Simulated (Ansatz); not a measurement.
# Ta: pressure against volume

Ta, Fm-3m, a = 4.223 Å. This isn't the element's structure at ambient conditions. Ansatz: PBE, PAW, 420 eV, Γ-centred 18×18×18 mesh on 1 atom, Gaussian smearing 0.10 eV; no spin polarisation. Symmetry fixes shape and atoms, so the cell is only scaled; pressure is positive in compression.

| V (Å³/atom) | P (GPa) |
| --- | --- |
| 16.569 | ? |
| 17.134 | 21.21 |
| 17.699 | 13.11 |
| 18.263 | 6.11 |
| 18.828 | 0.00 |
| 19.393 | -5.33 |
| 19.958 | -9.95 |
| 20.711 | -15.18 |

Take V0 = 18.828 Å³/atom, fit the third-order Birch–Murnaghan form to the other rows, and predict the missing pressure.

With the Eulerian strain f = ½[(V0/V)^(2/3) − 1] and y = P/[3f(1 + 2f)^(5/2)], the form is the line y = B0 + 1.5 B0 (B0′ − 4) f. Rows (f, y): 0.03244, 186.2; 0.02104, 187.4; 0.01026, 188.7; -0.00976, 191.2; -0.01906, 191.8; -0.03078, 192.7. Means f = 0.0006900, y = 189.67; Σ(Δf)² = 0.003003, ΣΔfΔy = -0.3191; the slope is their ratio. y = 189.7 − 106.2 f GPa, so B0 = 189.7 GPa and B0′ = 4 + 2 × (-106.2)/(3 × 189.7) = 3.63. At V = 16.569, f = 0.04447, y = 184.98 and P = 30.54 GPa. The run gave 30.64 GPa, so the fit is 0.10 GPa too low, a small miss on the scale of the series.

Spin–orbit coupling is left out, which can shift energies with elements as heavy as these.